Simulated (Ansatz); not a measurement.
Runs of Ansatz 0.2.0 on MgB2. Symmetry: P6/mmm, No. 191, hexagonal system. Conventional cell: a = 3.085 Å, b = 3.085 Å, c = 3.523 Å, α = 90.00°, β = 90.00°, γ = 120.00°. Mg (site symmetry 6/mmm) is surrounded by 12 B at 2.51 Å. B (site symmetry -6m2) has 3 B at 1.78 Å as nearest neighbours. 

```csv
task,level,potentials or basis,k mesh,cutoff (eV),smearing,basis error allowed,mesh quality,gap on the mesh (eV),pressure (GPa),V0 of scaled cells (Å³/atom),B0 (GPa)
single point,PBEsol,"all-electron LAPW, scalar-relativistic",10 × 10 × 8,297,fermi-dirac 0.05 eV,0.001 eV/atom,not flagged,none,-3.1,-,-
single point,PBE,"all-electron LAPW, scalar-relativistic",6 × 6 × 5,269,fermi-dirac 0.03 eV,0.002 eV/atom,coarse,none,-0.9,-,-
equation of state,LDA,"all-electron LAPW, scalar-relativistic",10 × 10 × 8,-,fermi-dirac 0.05 eV,0.002 eV/atom,not flagged,-,-,(a),164
band structure,PBE,"all-electron LAPW, scalar-relativistic",10 × 10 × 8,269,fermi-dirac 0.05 eV,0.002 eV/atom,not flagged,-,-0.9,-,-
equation of state,PBE,"all-electron LAPW, scalar-relativistic",10 × 10 × 8,-,fermi-dirac 0.05 eV,0.001 eV/atom,not flagged,-,-,9.62,(b)
density of states,PBE,all-electron PAW datasets made for the crystal,10 × 10 × 8,320,fermi-dirac 0.05 eV,-,not flagged,none,-1.0,-,-
single point,PBE,"all-electron LAPW, scalar-relativistic",10 × 10 × 8,297,fermi-dirac 0.05 eV,0.001 eV/atom,not flagged,none,-1.0,-,-
band structure,LDA,"all-electron LAPW, scalar-relativistic",10 × 10 × 8,272,fermi-dirac 0.05 eV,0.002 eV/atom,not flagged,-,-7.5,-,-
equation of state,PBEsol,"all-electron LAPW, scalar-relativistic",10 × 10 × 8,-,fermi-dirac 0.05 eV,0.001 eV/atom,not flagged,-,-,9.48,156
band structure,PBEsol,"all-electron LAPW, scalar-relativistic",10 × 10 × 8,269,fermi-dirac 0.05 eV,0.002 eV/atom,not flagged,-,-3.1,-,-
```

Alike in all rows: no spin polarisation; cell as given.

**Question.** Estimate the missing entries.

**Answer.** (a) 9.21; (b) 152.

Caveats: some runs use coarse meshes; the cell was scaled at fixed shape and fractional positions, which overstates the stiffness of a crystal with free parameters, most of all of layers and chains (some runs); the k mesh is thin for a metal, which can move the energy by tens of meV per atom (some runs); the program warned that the printed levels may be off, so bands, gaps and densities of states are rough (some runs).

A k mesh can miss the band edges.

A gap of «none» marks a metal or a gap under the smearing width.

Not every run made on this cell is shown here.
